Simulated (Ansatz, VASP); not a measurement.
**Two plane-wave programs on Ga4As5**

```
As Ga
1.0
     4.00100    0.00000    0.00000
     0.00000    4.00100    0.00000
     0.00000    0.00000   26.31655
As Ga
5 4
Direct
  0.00000 0.50000 0.28499
  0.50000 0.00000 0.39250
  0.00000 0.50000 0.50000
  0.50000 0.00000 0.60750
  0.00000 0.50000 0.71501
  0.50000 0.50000 0.33874
  0.00000 0.00000 0.44625
  0.50000 0.50000 0.55375
  0.00000 0.00000 0.66126
```

Alike in both runs: task relaxation of the atoms; functional PBEsol; k mesh 9 × 9 × 1; occupations gaussian, width 0.05 eV; no spin polarisation.

```csv
,VASP,Ansatz
version,VASP 6.6.1,Ansatz 0.2.0
potentials or method,"VASP PAW PBE potentials, release 64 (As, Ga_d)","scalar-relativistic, plane waves, PAW"
plane-wave cutoff (eV),520,420
valence electrons in the cell,77,127
```

Ansatz gave:

- gap on the k mesh at the Fermi level, each at its own relaxed structure (eV): none
- energy change over the relaxation (meV/atom): -1
- work function, face that differs most (eV): 5.80

Task: Which values does VASP return?

Result: gap on the k mesh at the Fermi level, each at its own relaxed structure (eV): none; energy change over the relaxation (meV/atom): -1; work function, face that differs most (eV): 5.78.

A gap of «none» marks a metal or a gap that the smearing closes. The two sets of potentials don't hold the same shells in valence.
